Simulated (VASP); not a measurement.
# Ir (P6_3/mmc) in VASP: notebook

Runs on Ir. Level: PBE. Tasks: single point.

All numbers are computed with VASP 6.6.1; they aren't measurements. Logs are shortened: lines on timing, memory, paths and dates and some standing lists are left out, and cuts for length are marked.

### Step 1. Starting point

Symmetry: P6_3/mmc, No. 194, hexagonal system. Conventional cell: a = 2.751 Å, b = 2.751 Å, c = 4.462 Å, α = 90.00°, β = 90.00°, γ = 120.00°. Around Ir (site symmetry -6m2) lie 12 Ir at 2.74 to 2.75 Å.

This isn't the form of Ir at room conditions, which is fcc.

### Step 2. Single point, PBE

Contents of INCAR:

```
SYSTEM = Ir
ADDGRID = .FALSE. ; ALGO = Normal
EDIFF = 1E-6 ; ENCUT = 650
GGA = PE ; ISIF = 2
ISMEAR = 0 ; LASPH = .TRUE.
LCHARG = .FALSE. ; LREAL = .FALSE.
LWAVE = .FALSE. ; NELM = 100
PREC = Accurate ; SIGMA = 0.2
```

Contents of KPOINTS:

```
k-points
0
G
  4 4 3
  0 0 0
```

Contents of POSCAR:

```
Ir
1.0
    2.7513778946      0.0000000000      0.0000000000
   -1.3756889473      2.3827631521      0.0000000000
    0.0000000000      0.0000000000      4.4622900000
Ir
2
Direct
    0.3333333333      0.6666666667      0.2500000000
    0.6666666667      0.3333333333      0.7500000000
```

Potentials or basis: VASP PAW PBE potentials, release 64 (Ir).

Launch:

```
$ cat potpaw_PBE.64/Ir/POTCAR > POTCAR
$ mpirun -np 1 vasp_std > vasp.out
```

OUTCAR:

```text
SYSTEM = Ir
   EDIFF = 1E-6
   ENCUT = 650
   GGA = PE
   ISIF = 2
   ISMEAR = 0
   LASPH = .TRUE.
   LREAL = .FALSE.
   NELM = 100
   PREC = Accurate

 Found      8 irreducible k-points:

 Following reciprocal coordinates:
            Coordinates               Weight
  0.000000  0.000000  0.000000      1.000000
  0.250000  0.000000  0.000000      6.000000
  0.500000  0.000000  0.000000      3.000000
  0.250000  0.250000  0.000000      6.000000
  0.000000  0.000000  0.333333      2.000000
  0.250000  0.000000  0.333333     12.000000
   k-points           NKPTS =      8   k-points in BZ     NKDIM =      8   number of bands    NBANDS=     13
   number of dos      NEDOS =    301   number of ions     NIONS =      2
   total plane-waves  NPLWV =  23040
   dimension x,y,z NGX =    24 NGY =   24 NGZ =   40
   dimension x,y,z NGXF=    48 NGYF=   48 NGZF=   80
   ions per type =               2
   NGX,Y,Z   is equivalent  to a cutoff of  14.50, 14.50, 14.90 a.u.
   NGXF,Y,Z  is equivalent  to a cutoff of  29.00, 29.00, 29.80 a.u.
 SYSTEM =  Ir
   PREC   = accura    normal or accurate (medium, high low for compatibility)
   ISTART =      0    job   : 0-new  1-cont  2-samecut
   ICHARG =      2    charge: 1-file 2-atom 10-const
   ISPIN  =      1    spin polarized calculation?
   LNONCOLLINEAR =      F non collinear calculations
   LSORBIT =      F    spin-orbit coupling
   LASPH  =      T    aspherical Exc in radial PAW
   ENCUT  =  650.0 eV  47.77 Ry    6.91 a.u.   5.72  5.72  9.28*2*pi/ulx,y,z
   NELM   =    100;   NELMIN=  2; NELMDL= -5     # of ELM steps
   EDIFF  = 0.1E-05   stopping-criterion for ELM
[... 8 lines left out ...]
   TEBEG  =    0.0;   TEEND  =   0.0 temperature during run
   PSTRESS=    0.0 pullay stress
   NELECT =      18.0000    total number of electrons
   NUPDOWN=      -1.0000    fix difference up-down
   EMIN   =  10.00;   EMAX   =-10.00  energy-range for DOS
   EFERMI =   0.00;   METHOD = LEGACY
   ISMEAR =     0;   SIGMA  =   0.20  broadening in eV -4-tet -1-fermi 0-gaus
   EFERMI_NEDOS =   21; number of points for ismear=-14 and -15
   IALGO  =     38    algorithm
   IMIX   =      4    mixing-type and parameters
     AMIX     =   0.40;   BMIX     =  1.00
     AMIX_MAG =   1.60;   BMIX_MAG =  1.00
  volume/ion in A,a.u.               =      14.63        98.71
  Fermi-wavevector in a.u.,A,eV,Ry     =   1.392417  2.631287 26.379323  1.938826
  Thomas-Fermi vector in A             =   2.516162
   LORBIT       =      0    0 simple, 1 ext, 2 COOP (PROOUT), +10 PAW based schemes
   GGA     = PE    functional components
   LHFCALC =     F    Hartree Fock is set to
   AEXX    =    0.0000 exact exchange contribution
   IVDW    =     0    specifies the selected vdW correction
   LEPSILON=     F    determine dielectric tensor
   LRPA    =     F    only Hartree local field effects (RPA)
 non-spin polarized calculation
 Gauss-broadening in eV      SIGMA  =   0.20
  energy-cutoff  :      650.00
  volume of cell :       29.25
 maximum number of plane-waves:      1112
 NGX is ok and might be reduce to    24
   NGX = 11   NGY = 11   NGZ = 19

 number of electron      17.9999999 magnetization

 Free energy of the ion-electron system (eV)
  ---------------------------------------------------
  ext. energy  EPLUGINS =         0.00000000
  ---------------------------------------------------
  free energy    TOTEN  =       -17.98045946 eV

  energy without entropy =      -17.92828416  energy(sigma->0) =      -17.95437181

 E-fermi :   9.9731     XC(G=0): -13.7820

 val. band max:        9.8171001771   @ k =   0.2500   0.2500   0.3333
 cond. band min:      10.0366787467   @ k =   0.0000   0.0000   0.3333
 fundamental gap:      0.2195785696
 Fermi energy:         9.9731326767

 k-point     1 :       0.0000    0.0000    0.0000
  band No.  band energies     occupation
      1      -0.9290      2.00000
      2       2.1119      2.00000
      3       6.2495      2.00000
      4       6.2651      2.00000
      5       6.2651      2.00000
      6       6.8889      2.00000
      7       6.8889      2.00000
      8       7.7269      2.00000
      9       7.7269      2.00000
     10       9.2389      2.00000
     11      10.2533      0.04761
     12      10.2533      0.04761
     13      16.7805      0.00000

 k-point     2 :       0.2500    0.0000    0.0000
  band No.  band energies     occupation
      1       1.1204      2.00000
      2       3.3341      2.00000
      3       5.0290      2.00000
      4       5.2392      2.00000
      5       6.1475      2.00000
      6       6.7585      2.00000
      7       7.2252      2.00000
      8       8.0620      2.00000
      9       8.0894      2.00000
     10       8.5715      2.00000
     11      10.7132      0.00000
     12      15.7902      0.00000
     13      16.4587      0.00000

 k-point     3 :       0.5000    0.0000    0.0000
  band No.  band energies     occupation
      1       2.6911      2.00000
      2       2.7935      2.00000
      3       3.3904      2.00000
      4       6.0570      2.00000
      5       6.5820      2.00000
      6       6.6691      2.00000
      7       7.1402      2.00000
      8      10.5982      0.00001
      9      10.9089      0.00000
     10      10.9910      0.00000
     11      12.8059      0.00000
     12      14.2069      0.00000
     13      17.9891      0.00000

 k-point     4 :       0.2500    0.2500    0.0000
  band No.  band energies     occupation
      1       3.6117      2.00000
      2       3.6850      2.00000
      3       4.3434      2.00000
      4       4.5608      2.00000
      5       5.7151      2.00000
      6       6.6354      2.00000
      7       7.0007      2.00000
      8       8.9116      2.00000
      9      10.4351      0.00109
     10      10.5303      0.00008
     11      12.4043      0.00000
     12      16.5412      0.00000
     13      18.1701      0.00000

 k-point     5 :       0.0000    0.0000    0.3333
  band No.  band energies     occupation
      1       0.1927      2.00000
      2       1.9533      2.00000
      3       5.8337      2.00000
      4       6.0610      2.00000
      5       6.0610      2.00000
      6       6.4296      2.00000
      7       6.4296      2.00000
      8       6.5910      2.00000
      9       8.7882      2.00000
     10       8.7882      2.00000
     11      10.0367      0.65319
     12      10.0367      0.65319
     13      21.3445      0.00000

 k-point     6 :       0.2500    0.0000    0.3333
  band No.  band energies     occupation
      1       1.8696      2.00000
      2       3.4112      2.00000
      3       4.4035      2.00000
      4       5.2580      2.00000
      5       5.7807      2.00000
      6       6.7495      2.00000
      7       7.0563      2.00000
      8       7.9122      2.00000
      9       8.8377      2.00000
     10       9.1506      2.00000
     11      10.1191      0.30196
     12      11.8756      0.00000
     13      20.9595      0.00000

 [... further k-points ...]
[... 5 lines left out ...]
  --------------------------------------------------------------------------------------
  -------------------------------------------------------------------------------------
  Total       -1.7560993     -1.7560993      1.1587354      0.0000000     -0.0000000      0.0000000
  in kB      -96.1768903    -96.1768903     63.4608607      0.0000000     -0.0000000      0.0000000
  external PRESSURE =     -42.9643066 kB  Pullay stress =       0.0000000 kB

 VOLUME and BASIS-vectors are now :
 -----------------------------------------------------------------------------
  energy-cutoff  :      650.00
  volume of cell :       29.25
      direct lattice vectors                 reciprocal lattice vectors
     2.751377895  0.000000000  0.000000000     0.363454254  0.209840411  0.000000000
    -1.375688947  2.382763152  0.000000000     0.000000000  0.419680823  0.000000000
     0.000000000  0.000000000  4.462290000     0.000000000  0.000000000  0.224100182

 POSITION                                       TOTAL-FORCE (eV/Angst)
 -----------------------------------------------------------------------------------
     -0.00000      1.58851      1.11557         0.000000     -0.000000      0.000000
      1.37569      0.79425      3.34672        -0.000000      0.000000      0.000000
 -----------------------------------------------------------------------------------
    total drift:                                0.000000     -0.000000     -0.000000

  FREE ENERGIE OF THE ION-ELECTRON SYSTEM (eV)
  ---------------------------------------------------
  free  energy   TOTEN  =       -17.9804594637 eV

  energy  without entropy=      -17.9282841589  energy(sigma->0) =      -17.95437181
```

Wall time 7.5 s (1 thread of Intel Xeon Platinum 8375C at 2.90GHz (Ice Lake), shared host); peak memory 0.16 GiB.

The run converged, but some of its settings lie outside the range that counts as converged, so its numbers aren't taken as properties of the crystal.

What came out:

| Item | Value |
| --- | --- |
| Free energy | -17.9805 eV |
| Pressure | -4.3 GPa |
| Band gap on the k mesh | none (metal or under the smearing width) |

Caveat: the k mesh is coarse (spacing up to 0.66 Å⁻¹), so the values aren't converged.

### Step 3. Single point, PBE

INCAR is that of step 2.

KPOINTS is that of step 2.

Contents of POSCAR:

```
Ir
1.0
    2.7513778946      0.0000000000      0.0000000000
   -1.3756889473      2.3827631521      0.0000000000
    0.0000000000      0.0000000000      4.4622900000
Ir
2
Direct
    0.3583140000      0.6617470000      0.2121330000
    0.6598720000      0.3587530000      0.7691070000
```

Potentials or basis: VASP PAW PBE potentials, release 64 (Ir).

Launch:

```
$ cat potpaw_PBE.64/Ir/POTCAR > POTCAR
$ mpirun -np 1 vasp_std > vasp.out
```

OUTCAR:

```text
SYSTEM = Ir
   EDIFF = 1E-6
   ENCUT = 650
   GGA = PE
   ISIF = 2
   ISMEAR = 0
   LASPH = .TRUE.
   LREAL = .FALSE.
   NELM = 100
   PREC = Accurate

 Found     26 irreducible k-points:

 Following reciprocal coordinates:
            Coordinates               Weight
  0.000000  0.000000  0.000000      1.000000
  0.250000  0.000000  0.000000      2.000000
  0.000000  0.250000  0.000000      2.000000
 -0.250000  0.250000  0.000000      2.000000
  0.500000  0.000000  0.000000      1.000000
  0.000000  0.500000  0.000000      1.000000
[... 167 lines left out ...]
     11      12.5821      0.00000
     12      14.4088      0.00000
     13      17.1271      0.00000

 [... further k-points ...]
[... 5 lines left out ...]
  --------------------------------------------------------------------------------------
  -------------------------------------------------------------------------------------
  Total        0.0883234     -0.6394861      5.8138035     -0.6509874      0.9096525     -1.6070587
  in kB        4.8372356    -35.0229524    318.4065719    -35.6528528     49.8192512    -88.0143340
  external PRESSURE =      96.0736184 kB  Pullay stress =       0.0000000 kB

 VOLUME and BASIS-vectors are now :
 -----------------------------------------------------------------------------
  energy-cutoff  :      650.00
  volume of cell :       29.25
      direct lattice vectors                 reciprocal lattice vectors
     2.751377895  0.000000000  0.000000000     0.363454254  0.209840411  0.000000000
    -1.375688947  2.382763152  0.000000000     0.000000000  0.419680823  0.000000000
     0.000000000  0.000000000  4.462290000     0.000000000  0.000000000  0.224100182

 POSITION                                       TOTAL-FORCE (eV/Angst)
 -----------------------------------------------------------------------------------
      0.07550      1.57679      0.94660        -0.879123      0.497309      4.677596
      1.32202      0.85482      3.43198         0.879123     -0.497309     -4.677596
 -----------------------------------------------------------------------------------
    total drift:                               -0.000000      0.000000     -0.000001

  FREE ENERGIE OF THE ION-ELECTRON SYSTEM (eV)
  ---------------------------------------------------
  free  energy   TOTEN  =       -17.3812880515 eV

  energy  without entropy=      -17.3464498149  energy(sigma->0) =      -17.36386893
```

OSZICAR:

```text
N       E                     dE             d eps       ncg     rms          rms(c)
DAV:   1     0.173549786660E+03    0.17355E+03   -0.99559E+03   676   0.166E+03
DAV:   2    -0.106438502862E+02   -0.18419E+03   -0.17048E+03   676   0.397E+02
DAV:   3    -0.183608964881E+02   -0.77170E+01   -0.71735E+01   844   0.899E+01
DAV:   4    -0.185169932573E+02   -0.15610E+00   -0.15455E+00   709   0.126E+01
DAV:   5    -0.185196869703E+02   -0.26937E-02   -0.26926E-02   836   0.149E+00    0.217E+01
DAV:   6    -0.175500215979E+02    0.96967E+00   -0.15791E+00   781   0.174E+01    0.895E+00
DAV:   7    -0.173958778504E+02    0.15414E+00   -0.47277E-01   816   0.899E+00    0.250E+00
DAV:   8    -0.173972871714E+02   -0.14093E-02   -0.41118E-03   716   0.573E-01    0.259E+00
DAV:   9    -0.173824122846E+02    0.14875E-01   -0.37248E-02   741   0.275E+00    0.898E-01
DAV:  10    -0.173815751014E+02    0.83718E-03   -0.43214E-04   771   0.198E-01    0.362E-01
DAV:  11    -0.173814018283E+02    0.17327E-03   -0.17817E-04   772   0.114E-01    0.183E-01
DAV:  12    -0.173813080278E+02    0.93800E-04   -0.11765E-04  1005   0.126E-01    0.910E-02
DAV:  13    -0.173812882731E+02    0.19755E-04   -0.58224E-05  1018   0.868E-02    0.223E-02
DAV:  14    -0.173812880515E+02    0.22163E-06   -0.37650E-06   662   0.242E-02
   1 F= -.17381288E+02 E0= -.17363869E+02  d E =-.348382E-01
```

stdout:

```text
POSCAR found type information on POSCAR Ir
 POSCAR found :  1 types and       2 ions
 scaLAPACK will be used
 LDA part: xc-table for (Slater+PW92), standard interpolation
 POSCAR, INCAR and KPOINTS ok, starting setup
 FFT: planning ... GRIDC
 FFT: planning ... GRID_SOFT
 FFT: planning ... GRID
 WAVECAR not read
 entering main loop
```

It took 14 s on 1 thread of Intel Xeon Platinum 8375C at 2.90GHz (Ice Lake), shared host; peak memory 0.16 GiB.

The run converged, but some of its settings lie outside the range that counts as converged, so its numbers aren't taken as properties of the crystal.

What came out:

- Free energy: -17.3813 eV
- Pressure: 9.6 GPa
- Largest force: 4.785 eV/Å
- Band gap on the k mesh: none (metal or under the smearing width)

Caveat: the k mesh is coarse (spacing up to 0.66 Å⁻¹), so the values aren't converged.

### Step 4. Single point, PBE

Edit INCAR of step 3 so:

```diff
@@ -2,3 +2,3 @@
 ADDGRID = .FALSE. ; ALGO = Normal
-EDIFF = 1E-6 ; ENCUT = 650
+EDIFF = 1E-6 ; ENCUT = 520
 GGA = PE ; ISIF = 2
```

Contents of KPOINTS:

```
k-points
0
G
  5 5 3
  0 0 0
```

Contents of POSCAR:

```
Ir
1.0
    2.7513778946      0.0000000000      0.0000000000
   -1.3756889473      2.3827631521      0.0000000000
    0.0000000000      0.0000000000      4.4622900000
Ir
2
Direct
    0.3333333333      0.6666666667      0.2500000000
    0.6666666667      0.3333333333      0.7500000000
```

Launch:

```
$ cat potpaw_PBE.64/Ir/POTCAR > POTCAR
$ mpirun -np 1 vasp_std > vasp.out
```

Wall time 6.6 s (1 thread of Intel Xeon Platinum 8375C at 2.90GHz (Ice Lake), shared host); peak memory 0.13 GiB.

These settings aren't checked as converged: the numbers below hold their error.

What came out:

```yaml
Free_energy: -17.4267 eV
Pressure: 0.3 GPa
Band_gap_on_the_k_mesh: none (metal or under the smearing width)
```

Caveat: the k mesh is coarse (spacing up to 0.53 Å⁻¹), so the values aren't converged.

### Step 5. Single point, PBE

INCAR is that of step 4.

KPOINTS is that of step 4.

Contents of POSCAR:

```
Ir
1.0
    2.7513778946      0.0000000000      0.0000000000
   -1.3756889473      2.3827631521      0.0000000000
    0.0000000000      0.0000000000      4.4622900000
Ir
2
Direct
    0.3583140000      0.6617470000      0.2121330000
    0.6598720000      0.3587530000      0.7691070000
```

Launch:

```
$ cat potpaw_PBE.64/Ir/POTCAR > POTCAR
$ mpirun -np 1 vasp_std > vasp.out
```

Run time: 12 s. Hardware: 1 thread of Intel Xeon Platinum 8375C at 2.90GHz (Ice Lake), shared host; peak memory 0.14 GiB.

The run converged, but some of its settings lie outside the range that counts as converged, so its numbers aren't taken as properties of the crystal.

Results:

- Free energy: -16.9659 eV
- Pressure: 13.3 GPa
- Largest force: 3.494 eV/Å
- Band gap on the k mesh: none (metal or under the smearing width)

Caveat: the k mesh is coarse (spacing up to 0.53 Å⁻¹), so the values aren't converged.
